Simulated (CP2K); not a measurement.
MgS (Niningerite) under changes of volume

One of the cells (17.609 Å³/atom); the others are scaled copies at fixed shape and fractional positions:

```
S Mg
1.0
     3.67929    0.00000    0.00000
     1.83964    3.18636    0.00000
     1.83964    1.06212    3.00413
S Mg
1 1
Cartesian
  3.6793 2.1242 1.5021
  0.0000 0.0000 0.0000
```

- Program: CP2K 2026.2
- Functional: LDA
- Potentials or basis: GTH_POTENTIALS S GTH-PADE-q6, Mg GTH-PADE-q10; TZVP-MOLOPT-PBE-GTH basis
- Density cutoff: 19048 eV
- k mesh: 9 × 9 × 9
- Occupations: fermi-dirac, width 0.05 eV
- Spin: no spin polarisation

| volume (Å³/atom) | energy over the lowest point (meV/atom) | pressure (GPa) | gap on the mesh (eV) |
| --- | --- | --- | --- |
| 16.553 | 7.33 | 3.6 | 2.74 |
| 16.905 | 1.55 | 1.7 | 2.69 |
| 17.257 | 0.00 | 0.0 | 2.65 |
| 17.609 | 1.76 | -1.6 | 2.61 |
| 17.962 | 6.73 | -2.9 | 2.57 |
| 18.314 | ? | ? | ? |
| 18.666 | 25.08 | -5.3 | 2.48 |

Problem. What does the run at 18.314 Å³/atom give?

Solution. Energy over the lowest point 14.60 meV/atom; pressure -4.2 GPa; gap on the mesh 2.52 eV.

Worked out: A Birch-Murnaghan fit of order 3 (a polynomial in V^(-2/3)) to the other rows has its minimum at 17.24 Å³/atom with B0 = V·E''(V) = 79 GPa and B' = 4.3. It gives 14.64 meV/atom at 18.314 Å³/atom, against the run's 14.60, and -dE/dV = -4.2 GPa, against -4.2. A straight line through the other rows of the gap, of slope -2.13 eV per unit of ln V, gives 2.52 eV, against the run's 2.52.

Energies are extrapolated to zero smearing.

Caveats: an odd mesh through Γ misses points on the zone boundary, where band edges often lie; the basis of atomic orbitals isn't converged, which shifts pressures, moduli and gaps.
